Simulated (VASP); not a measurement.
**TaN: relaxation of cell and atoms with PBE+D3(BJ)**

TaN:

```
Ta N
1.0
     2.92177    0.00000    0.00000
    -1.46088    2.53033    0.00000
     0.00000    0.00000    5.91652
Ta N
2 2
Cartesian
  0.0000 0.0000 2.9583
  0.0000 0.0000 0.0000
  0.0000 1.6869 1.4791
  1.4609 0.8434 4.4374
```

The cell comes from a database or a generator and needn't be the stable form of this composition.

| Item | Value |
| --- | --- |
| Program | VASP 6.6.1 |
| Task | relaxation of cell and atoms |
| Functional | PBE |
| Dispersion | D3(BJ) |
| Potentials or basis | VASP PAW PBE potentials, release 64 (Ta_pv, N) |
| Cutoff | 600 eV |
| k mesh | 10 × 10 × 5 |
| Occupations | fermi-dirac, width 0.05 eV |
| Spin | no spin polarisation |
| Further INCAR settings | ALGO = Normal; EDIFF = 1e-06; IBRION = 2; EDIFFG = -0.01; NSW = 40; ISIF = 3 |

```
Relaxed volume                         : 10.69 Å³/atom
Relaxed cell                           : a = 2.897 Å, b = 2.897 Å, c = 5.881 Å, α = 90.00°, β = 90.00°, γ = 120.00°
Space group after relaxing (to 0.05 Å) : P6_3/mmc (No. 194)
Energy gained by relaxing              : 5.8 meV/atom
Ionic steps                            : 6
Pressure after relaxing                : 0.0 GPa
Band gap on the k mesh                 : none (metal or under the smearing width)
Dispersion energy per atom             : -0.470 eV
```

Step by step:
| step | energy change (eV) | largest force (eV/Å) | pressure (GPa) | volume (Å³) |
| --- | --- | --- | --- | --- |
| 1 | 0.0000 | 0.0000 | -7.40 | 43.74 |
| 2 | 0.1033 | 0.0000 | 19.86 | 40.62 |
| 3 | -0.0230 | 0.0000 | -0.12 | 42.78 |
| 4 | -0.0230 | 0.0000 | 0.03 | 42.76 |
| 5 | -0.0231 | 0.0000 | 0.01 | 42.75 |
| 6 | -0.0233 | 0.0000 | 0.02 | 42.76 |

Final structure:
```
Ta N
1.0
     2.89740    0.00000    0.00000
    -1.44870    2.50922    0.00000
     0.00000    0.00000    5.88104
Ta N
2 2
Direct
  0.00000 0.00000 0.50000
  0.00000 0.00000 0.00000
  0.33333 0.66667 0.25000
  0.66667 0.33333 0.75000
```

Levels at points of the mesh, in eV from the Fermi level:
```
           k point  band 13  band 14  band 15  band 16  band 17  band 18  band 19  band 20
(0.00, 0.00, 0.00)    -3.53    -2.00    -2.00    -0.23    -0.23     0.58     0.58     2.37
(0.50, 0.00, 0.00)    -4.15    -3.79    -2.82    -2.19     2.91     4.11     4.98     5.33
```

Run time: 50 s on 1 thread of Intel(R) Xeon(R) 6975P-C (Granite Rapids) (shared host), peak memory 0.21 GiB.

Caveat: pairwise dispersion overbinds metals, which lowers pressure and volume. The run has no spin-orbit coupling, so splittings on Ta are missing.
